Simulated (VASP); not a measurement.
# CuO (Tenorite) (Cc) in VASP: further runs, part 2 of 3

VASP 6.6.1.

## (5) Relaxation of cell and atoms, PBE

INCAR

```
SYSTEM = CuO
ALGO     = Normal         ! electronic algorithm
EDIFF    = 1E-6           ! SCF threshold, eV
EDIFFG   = -0.01          ! ionic threshold
ENCUT    = 580            ! plane-wave cutoff, eV
GGA      = PE             ! functional
IBRION   = 2              ! ionic algorithm
ISIF     = 3              ! what is computed and relaxed
ISMEAR   = -1             ! smearing method
LASPH    = .TRUE.         ! aspherical terms in the spheres
LCHARG   = .FALSE.        ! write CHGCAR
LREAL    = .FALSE.        ! projectors in reciprocal space
LWAVE    = .FALSE.        ! write WAVECAR
NELM     = 100            ! most SCF steps
NSW      = 60             ! ionic steps
PREC     = Accurate       ! precision mode
SIGMA    = 0.05           ! smearing width, eV
```

KPOINTS

```
k-points
0
G
  10 10 5
  0 0 0
```

POSCAR

```
CuO
1.0
    2.3446500000     -1.7134000000      0.0000000000
    2.3446500000      1.7134000000      0.0000000000
   -0.8605543552      0.0000000000      5.0594363927
Cu O
2 2
Direct
    0.4968000000      0.0032000000      0.5000000000
    0.0032000000      0.4968000000      0.0000000000
    0.4056000000      0.5714000000      0.7537000000
    0.5714000000      0.4056000000      0.2537000000
```

Potentials or basis: VASP PAW PBE potentials, release 64 (Cu, O).

Run with:

```bash
$ cat potpaw_PBE.64/Cu/POTCAR potpaw_PBE.64/O/POTCAR > POTCAR
$ mpirun -np 1 vasp_std > vasp.out
```

OUTCAR:

```text
SYSTEM = CuO
   EDIFF = 1E-6
   EDIFFG = -0.01
   ENCUT = 580
   GGA = PE
   IBRION = 2
   ISIF = 3
   ISMEAR = -1
   LASPH = .TRUE.
   LREAL = .FALSE.
   NELM = 100
   NSW = 60
   PREC = Accurate

 ion  position               nearest neighbor table
   1  0.497  0.003  0.500-   4 1.91   3 1.93   4 1.98   3 2.02
   2  0.003  0.497  0.000-   3 1.91   4 1.93   3 1.98   4 2.02
   3  0.406  0.571  0.754-   2 1.91   1 1.93   2 1.98   1 2.02
   4  0.571  0.406  0.254-   1 1.91   2 1.93   1 1.98   2 2.02

  LATTYP: Found a base centered monoclinic cell.
 ALAT       =     4.6893000000
 B/A-ratio  =     0.7307700510
 C/A-ratio  =     1.0944277397
 COS(beta)  =    -0.1676807457

  Lattice vectors:

 A1 = (   2.3446500000,  -1.7134000000,   0.0000000000)
 A2 = (   2.3446500000,   1.7134000000,   0.0000000000)
 A3 = (  -0.8605543552,   0.0000000000,   5.0594363927)

Analysis of symmetry for initial positions (statically):
=====================================================================
 Subroutine PRICEL returns:
 Original cell was already a primitive cell.

 Routine SETGRP: Setting up the symmetry group for a
 base centered monoclinic supercell.

 Subroutine GETGRP returns: Found  2 space group operations
 (whereof  1 operations were pure point group operations)
 out of a pool of  4 trial point group operations.

The static configuration has the point symmetry C_1 .
 The point group associated with its full space group is C_1h.

Analysis of symmetry for dynamics (positions and initial velocities):
=====================================================================
 Subroutine PRICEL returns:
 Original cell was already a primitive cell.

 Routine SETGRP: Setting up the symmetry group for a
 base centered monoclinic supercell.

 Subroutine GETGRP returns: Found  2 space group operations
 (whereof  1 operations were pure point group operations)
 out of a pool of  4 trial point group operations.

The dynamic configuration has the point symmetry C_1 .
 The point group associated with its full space group is C_1h.

 Subroutine INISYM returns: Found  2 space group operations
 (whereof  1 operations are pure point group operations),
 and found     1 'primitive' translations

----------------------------------------------------------------------------------------

                                     Primitive cell

  volume of cell :      40.6508

  direct lattice vectors                    reciprocal lattice vectors
     2.344650000 -1.713400000  0.000000000     0.213251445 -0.291817439  0.036271720
     2.344650000  1.713400000  0.000000000     0.213251445  0.291817439  0.036271720
    -0.860554355  0.000000000  5.059436393     0.000000000  0.000000000  0.197650474

  length of vectors
     2.903984019  2.903984019  5.132100000     0.363248171  0.363248171  0.197650474

  position of ions in fractional coordinates (direct lattice)
     0.496800000  0.003200000  0.500000000
     0.003200000  0.496800000  0.000000000
     0.405600000  0.571400000  0.753700000
     0.571400000  0.405600000  0.253700000

  ion indices of the primitive-cell ions
[... 69 lines left out ...]
   ISTART =      0    job   : 0-new  1-cont  2-samecut
   ICHARG =      2    charge: 1-file 2-atom 10-const
   ISPIN  =      1    spin polarized calculation?
   LNONCOLLINEAR =      F non collinear calculations
   LSORBIT =      F    spin-orbit coupling
   LASPH  =      T    aspherical Exc in radial PAW
   ENCUT  =  580.0 eV  42.63 Ry    6.53 a.u.   5.70  5.70 10.08*2*pi/ulx,y,z
   NELM   =    100;   NELMIN=  2; NELMDL= -5     # of ELM steps
   EDIFF  = 0.1E-05   stopping-criterion for ELM
   LREAL  =      F    real-space projection
   EDIFFG = -.1E-01   stopping-criterion for IOM
   NSW    =     60    number of steps for IOM
   IBRION =      2    ionic relax: 0-MD 1-quasi-New 2-CG
   NFREE  =      1    steps in history (QN), initial steepest desc. (CG)
   ISIF   =      3    stress and relaxation
   ISYM   =      2    0-nonsym 1-usesym 2-fastsym
   POTIM  = 0.5000    time-step for ionic-motion
   TEBEG  =    0.0;   TEEND  =   0.0 temperature during run
   PSTRESS=    0.0 pullay stress
   NELECT =      34.0000    total number of electrons
   NUPDOWN=      -1.0000    fix difference up-down
   EMIN   =  10.00;   EMAX   =-10.00  energy-range for DOS
   EFERMI =   0.00;   METHOD = LEGACY
   ISMEAR =    -1;   SIGMA  =   0.05  broadening in eV -4-tet -1-fermi 0-gaus
   EFERMI_NEDOS =   21; number of points for ismear=-14 and -15
   IALGO  =     38    algorithm
   IMIX   =      4    mixing-type and parameters
     AMIX     =   0.40;   BMIX     =  1.00
     AMIX_MAG =   1.60;   BMIX_MAG =  1.00
  volume/ion in A,a.u.               =      10.16        68.58
  Fermi-wavevector in a.u.,A,eV,Ry     =   1.542451  2.914811 32.370388  2.379156
  Thomas-Fermi vector in A             =   2.648254
   LORBIT       =      0    0 simple, 1 ext, 2 COOP (PROOUT), +10 PAW based schemes
   GGA     = PE    functional components
   LHFCALC =     F    Hartree Fock is set to
   AEXX    =    0.0000 exact exchange contribution
   IVDW    =     0    specifies the selected vdW correction
   LEPSILON=     F    determine dielectric tensor
   LRPA    =     F    only Hartree local field effects (RPA)
 conjugate gradient relaxation of ions
 non-spin polarized calculation
  energy-cutoff  :      580.00
  volume of cell :       40.65
 maximum number of plane-waves:      1302
   NGX = 11   NGY = 11   NGZ = 21

--------------------------------------- Ionic step        1  -------------------------------------------

 number of electron      33.9999999 magnetization

 Free energy of the ion-electron system (eV)
  ---------------------------------------------------
  ext. energy  EPLUGINS =         0.00000000
  ---------------------------------------------------
  free energy    TOTEN  =       -19.49195384 eV

  energy without entropy =      -19.47277845  energy(sigma->0) =      -19.48236615

------------------------ aborting loop because EDIFF is reached ----------------------------------------

  FORCE on cell =-STRESS in cart. coord.  units (eV):
  Direction    XX          YY          ZZ          XY          YZ          ZX
  --------------------------------------------------------------------------------------
  -------------------------------------------------------------------------------------
  Total        1.5959177      1.7628684      1.4823839      0.0000000      0.0000000     -0.4623670
  in kB       62.9002199     69.4802800     58.4254888      0.0000000      0.0000000    -18.2233603
  external PRESSURE =      63.6019962 kB  Pullay stress =       0.0000000 kB
[... 95 lines left out ...]
  FREE ENERGIE OF THE ION-ELECTRON SYSTEM (eV)
  ---------------------------------------------------
  free  energy   TOTEN  =       -19.5658146843 eV

  energy  without entropy=      -19.5462289084  energy(sigma->0) =      -19.55602180

[... ionic steps 4 to 25 ...]

--------------------------------------- Ionic step       26  -------------------------------------------

 number of electron      33.9999997 magnetization

------------------------ aborting loop because EDIFF is reached ----------------------------------------
[... 71 lines left out ...]
--------------------------------------- Ionic step       28  -------------------------------------------

 number of electron      33.9999995 magnetization

 Free energy of the ion-electron system (eV)
  ---------------------------------------------------
  ext. energy  EPLUGINS =         0.00000000
  ---------------------------------------------------
  free energy    TOTEN  =       -19.72193433 eV

  energy without entropy =      -19.70101372  energy(sigma->0) =      -19.71147403

 E-fermi :   4.7471     XC(G=0): -11.2694

 val. band max:        4.7333708663   @ k =  -0.3000   0.5000   0.4000
 cond. band min:       4.7595515264   @ k =   0.3000   0.1000   0.0000
 fundamental gap:      0.0261806601
 Fermi energy:         4.7470678477

 k-point     1 :       0.0000    0.0000    0.0000
  band No.  band energies     occupation
      1     -14.9254      2.00000
      2     -13.6497      2.00000
      3      -3.2176      2.00000
      4      -0.6310      2.00000
      5      -0.4959      2.00000
      6       1.1106      2.00000
[... 565 lines left out ...]
     20      10.4122      0.00000
     21      13.7603      0.00000

 [... further k-points ...]

------------------------ aborting loop because EDIFF is reached ----------------------------------------

  FORCE on cell =-STRESS in cart. coord.  units (eV):
  Direction    XX          YY          ZZ          XY          YZ          ZX
  --------------------------------------------------------------------------------------
  -------------------------------------------------------------------------------------
  Total        0.0103448     -0.0036899     -0.0073477      0.0000000      0.0000000     -0.0183283
  in kB        0.3706053     -0.1321910     -0.2632335      0.0000000      0.0000000     -0.6566180
  external PRESSURE =      -0.0082730 kB  Pullay stress =       0.0000000 kB
[... 19 lines left out ...]
  FREE ENERGIE OF THE ION-ELECTRON SYSTEM (eV)
  ---------------------------------------------------
  free  energy   TOTEN  =       -19.7219343308 eV

  energy  without entropy=      -19.7010137212  energy(sigma->0) =      -19.71147403

 reached required accuracy - stopping structural energy minimisation
```

Run time: 12 min. Hardware: 1 thread of Intel Xeon 6975P-C (Granite Rapids), shared host; peak memory 0.27 GiB.

What came out:

| Quantity | Value |
| --- | --- |
| Free energy | -19.7219 eV |
| Relaxed volume | 11.18 Å³/atom |
| Relaxed cell | a = 2.945 Å, b = 2.945 Å, c = 5.169 Å, α = 90.12°, β = 90.12°, γ = 86.21° |
| Space group after relaxing (to 0.05 Å) | Cccm (No. 66) |
| Energy gained by relaxing | 57.5 meV/atom |
| Ionic steps | 28 |
| Pressure after relaxing | 0.0 GPa |
| Largest force after relaxing | 0.005 eV/Å |
| Band gap on the k mesh | none (metal or under the smearing width) |

Forces on the atoms (eV/Å):
```
Cu  -0.001 -0.002  0.001
Cu  -0.001  0.002  0.001
O    0.001 -0.005 -0.001
O    0.001  0.005 -0.001
```

Stress tensor (GPa, compression positive):
```
 0.04  0.00 -0.07
 0.00 -0.01  0.00
-0.07  0.00 -0.03
```

The path:
| step | energy change (eV) | largest force (eV/Å) | pressure (GPa) | volume (Å³) |
| --- | --- | --- | --- | --- |
| 1 | 0.0000 | 0.7889 | 6.36 | 40.65 |
| 2 | -0.0656 | 0.3320 | -3.56 | 43.07 |
| 3 | -0.0739 | 0.3072 | -1.40 | 42.41 |
| 4 | -0.0905 | 0.2237 | 0.51 | 42.16 |
| 5 | -0.0941 | 0.2325 | 1.92 | 41.97 |
| 6 | -0.1074 | 0.2055 | 1.47 | 42.29 |
| 7 | -0.1369 | 0.1260 | 0.40 | 43.21 |
| 8 | -0.1433 | 0.1672 | -1.45 | 44.97 |
| 9 | -0.1496 | 0.0997 | -0.56 | 44.19 |
| 10 | -0.1718 | 0.0379 | -0.74 | 44.42 |
| 11 | -0.2019 | 0.2042 | -0.91 | 44.86 |
| 12 | -0.1750 | 0.6520 | -1.72 | 45.36 |
| 13 | -0.2077 | 0.2823 | -1.00 | 45.02 |
| 14 | -0.2225 | 0.1007 | 0.41 | 44.56 |
| 15 | -0.2225 | 0.0954 | 0.34 | 44.57 |
| 16 | -0.2245 | 0.0655 | -0.29 | 44.71 |
| 17 | -0.2246 | 0.0583 | -0.40 | 44.74 |
| 18 | -0.2257 | 0.0400 | 0.34 | 44.54 |
| 19 | -0.2257 | 0.0404 | 0.33 | 44.53 |
| 20 | -0.2271 | 0.0321 | 0.27 | 44.59 |
| 21 | -0.2292 | 0.0424 | -0.16 | 44.78 |
| 22 | -0.2293 | 0.0509 | -0.17 | 44.82 |
| 23 | -0.2297 | 0.0408 | 0.25 | 44.68 |
| 24 | -0.2298 | 0.0282 | 0.16 | 44.72 |
| 25 | -0.2299 | 0.0151 | -0.37 | 44.80 |
| 26 | -0.2299 | 0.0161 | -0.18 | 44.77 |
| 27 | -0.2298 | 0.0309 | 0.34 | 44.63 |
| 28 | -0.2300 | 0.0049 | 0.00 | 44.72 |

Final structure:
```yaml
crystal:
  lattice:
    - [2.14346, -2.01216, 0.16797]
    - [2.14346, 2.01216, 0.16797]
    - [-0.41825, 0.00000, 5.15179]
  atoms:
    - { symbol: Cu, position: [0.49419, 0.99431, 0.50185] }
    - { symbol: Cu, position: [0.99431, 0.49419, 0.00185] }
    - { symbol: O, position: [0.49328, 0.49522, 0.75185] }
    - { symbol: O, position: [0.49522, 0.49328, 0.25185] }
```

Caveat: the volume moved by +10 % from the deposited cell, more than functionals usually miss; the run has no spin polarisation, though such a crystal can be magnetic; semilocal functionals often make such compounds metallic where correlation or magnetic order opens a gap, which also shifts bond lengths. PBE usually gives volumes a little too large and moduli too small.

(Part 2 of 3 ends here.)
